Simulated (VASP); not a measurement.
Crystal: Te.

```
Te
1.0
     4.45400    0.00000    0.00000
    -2.22700    3.85728    0.00000
     0.00000    0.00000    5.92400
Te
3
Cartesian
  1.1981 0.0000 1.9747
  -0.5991 1.0376 3.9493
  1.6279 2.8197 0.0000
```

| Property | Result |
| --- | --- |
| Program | VASP 6.6.1 |
| Task | relaxation of cell and atoms |
| Functional | LDA |
| Potentials or basis | VASP PAW LDA potentials, release 64 (Te) |
| Cutoff | 600 eV |
| k mesh | 9 × 9 × 6 |
| Occupations | gaussian, width 0.03 eV |
| Spin | no spin polarisation |

At the start: pressure -1.8 GPa; volume 33.93 Å³/atom.

Q: How do energy, volume and symmetry change on relaxing?

A: Over 13 steps the energy falls by 21.1 meV/atom and the volume is 31.33 Å³/atom (-7.6 %); space group P3_121 (No. 152, to 0.05 Å).

Step by step:
| step | energy change (eV) | largest force (eV/Å) | pressure (GPa) | volume (Å³) |
| --- | --- | --- | --- | --- |
| 1 | 0.0000 | 0.0862 | -1.84 | 101.78 |
| 2 | -0.0198 | 0.3704 | 1.05 | 96.14 |
| 3 | -0.0243 | 0.2830 | 0.11 | 97.77 |
| 4 | -0.0376 | 0.2318 | 0.12 | 96.87 |
| 5 | -0.0601 | 0.0997 | 0.38 | 94.15 |
| 6 | -0.0614 | 0.0597 | 0.55 | 93.20 |
| 7 | -0.0574 | 0.0603 | -1.03 | 95.48 |
| 8 | -0.0630 | 0.0162 | -0.02 | 93.98 |
| 9 | -0.0630 | 0.0170 | -0.02 | 93.96 |
| 10 | -0.0626 | 0.0379 | 0.27 | 93.58 |
| 11 | -0.0630 | 0.0178 | 0.00 | 93.95 |
| 12 | -0.0632 | 0.0127 | 0.01 | 93.97 |
| 13 | -0.0633 | 0.0062 | 0.01 | 94.00 |

Final structure:
```
CELL_PARAMETERS angstrom
4.27594 0.00000 0.00000
-2.13797 3.70307 0.00000
0.00000 0.00000 5.93642
ATOMIC_POSITIONS crystal
Te 0.28690 0.00000 0.33333
Te 0.00000 0.28690 0.66667
Te 0.71310 0.71310 0.00000
```
